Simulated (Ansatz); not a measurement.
The system is FePt (Tetraferroplatinum).

```
Pt Fe
1.0
     2.72350    0.00000    0.00000
     0.00000    2.72350    0.00000
     0.00000    0.00000    3.72000
Pt Fe
1 1
Cartesian
  1.3618 1.3618 1.8600
  0.0000 0.0000 0.0000
```

Base run:

| Property | Result |
| --- | --- |
| Program | Ansatz 0.2.0 |
| Functional | RPBE |
| Potentials or basis | all-electron LAPW, scalar-relativistic |
| Cutoff | 282 eV (chosen from the basis error) |
| Basis error allowed | 0.001 eV/atom |
| k mesh | 10 × 10 × 7 |
| Occupations | fermi-dirac, width 0.05 eV |
| Spin | collinear spin, ferromagnetic start |
| Starting moments | [0.0, 3.0] μB |

Its results: pressure 8.4 GPa; net moment 3.31 μB per cell; site moments Pt +0.38; Fe +3.00 μB.

Question: The run is repeated on the same cell with these changes: functional from RPBE to LDA. What comes out?

Answer: Pressure -12.7 GPa; net moment 3.22 μB per cell; site moments Pt +0.37; Fe +2.88 μB.

LDA binds more tightly than RPBE, so the same cell stands under less pressure.
